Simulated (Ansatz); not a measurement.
Chalcopyrite CuInS₂ was calculated with r²SCAN (PAW; Ansatz, an electronic-structure program).

Run with plane-wave cutoff 560 eV, 10×10×10 k mesh, Fermi–Dirac smearing 0.01 eV, no spin polarisation, scalar-relativistic PAW data made under PBE.

Energies at three volumes about the minimum:

```tsv
V (Å³/atom)	E − E_lowest (meV/atom)
20.787	2.02
21.212	0.00
21.636	1.88
```

Problem. Fit a parabola by hand: where is the minimum, and what is the bulk modulus?

Solution. Slopes: (0.00 − 2.02)/(21.212 − 20.787) = -4.753 and (1.88 − 0.00)/(21.636 − 21.212) = 4.434 meV/Å³. Curvature E″ = 2 × (4.434 − (-4.753))/(21.636 − 20.787) = 21.642 meV/Å⁶. From the middle of the first interval, the slope vanishes at V0 = 20.9995 − (-4.753)/21.642 = 21.219 Å³/atom. B = V0 E″ = 21.219 × 21.642 meV/Å³ × 0.1602 GPa per meV/Å³ = 73.6 GPa. The full Birch–Murnaghan fit to all volumes gives V0 = 21.212 Å³/atom and B0 = 73.6 GPa.

Shape and atoms are relaxed at each volume.
